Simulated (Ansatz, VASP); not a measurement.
## CdS in VASP and in Ansatz

```
Cd S
1.0
     0.00000    2.72672    2.72672
     2.72672    0.00000    2.72672
     2.72672    2.72672    0.00000
Cd S
1 1
Direct
  0.00000 0.00000 0.00000
  0.50000 0.50000 0.50000
```

Change from the starting cell: volume scaled by 1, PAW files.

Alike in both runs: task single point; functional r2SCAN; k mesh 14 × 14 × 14; occupations fermi-dirac, width 0.05 eV; no spin polarisation.

```csv
,VASP,Ansatz
version,VASP 6.6.1,Ansatz 0.2.0
potentials or method,"VASP PAW PBE potentials, release 64 (Cd, S)","PAW with Ansatz's default frozen-core files, scalar-relativistic"
plane-wave cutoff (eV),520,500
valence electrons in the cell,18,26
```

|  | VASP | Ansatz | Ansatz less VASP |
| --- | --- | --- | --- |
| pressure (GPa) | 0.5 | 0.0 | -0.48 |

The two sets of potentials don't hold the same shells in valence.

Caveats: the PAW data sets were made with another functional, which shifts forces and pressure a little (VASP). A k mesh can miss the band edges.
